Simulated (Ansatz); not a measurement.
The system is Hf2S.

```
CELL_PARAMETERS angstrom
3.37427 0.00000 0.00000
-1.68714 2.92221 0.00000
0.00000 0.00000 11.71741
ATOMIC_POSITIONS crystal
Hf 0.33333 0.66667 0.10019
Hf 0.66667 0.33333 0.60019
Hf 0.33333 0.66667 0.39981
Hf 0.66667 0.33333 0.89981
S 0.00000 0.00000 0.25000
S 0.00000 0.00000 0.75000
```

The cell comes from a database or a generator and needn't be the stable form of this composition.

Base run:

```yaml
Program: Ansatz 0.2.0
Functional: PBEsol
Potentials_or_basis: Ansatz PAW
Cutoff: 420 eV
Density_cutoff: 1680 eV
k_mesh: 9 × 9 × 3
Occupations: fermi-dirac, width 0.05 eV
Spin: no spin polarisation
Hubbard_terms: Hf d U = 8 eV
```

Its results: band gap on the k mesh none (metal or under the smearing width); pressure 8.3 GPa; largest force 0.273 eV/Å.

Task: After a change of settings the same cell gave: band gap on the k mesh none (metal or under the smearing width); pressure 3.4 GPa; largest force 0.113 eV/Å. Which change was it?
A. functional from PBEsol to LDA; hubbard terms from Hf d U = 8 eV to none; hubbard projectors from ortho-atomic (the default) to none
B. hubbard terms from Hf d U = 8 eV to Hf d U = 5 eV
C. hubbard terms from Hf d U = 8 eV to none; hubbard projectors from ortho-atomic (the default) to none
D. k mesh from 9 × 9 × 3 to 8 × 8 × 2; hubbard terms from Hf d U = 8 eV to none; hubbard projectors from ortho-atomic (the default) to none

Result: B.

Caveats: U without spin polarisation on a metal has little footing; the PAW data sets come from PBE, with cores solved anew for the run's functional, which leaves a small shift of forces and pressure; the density of states is complete only up to the lowest level of the last band computed.

Not every run made on this cell is shown here.
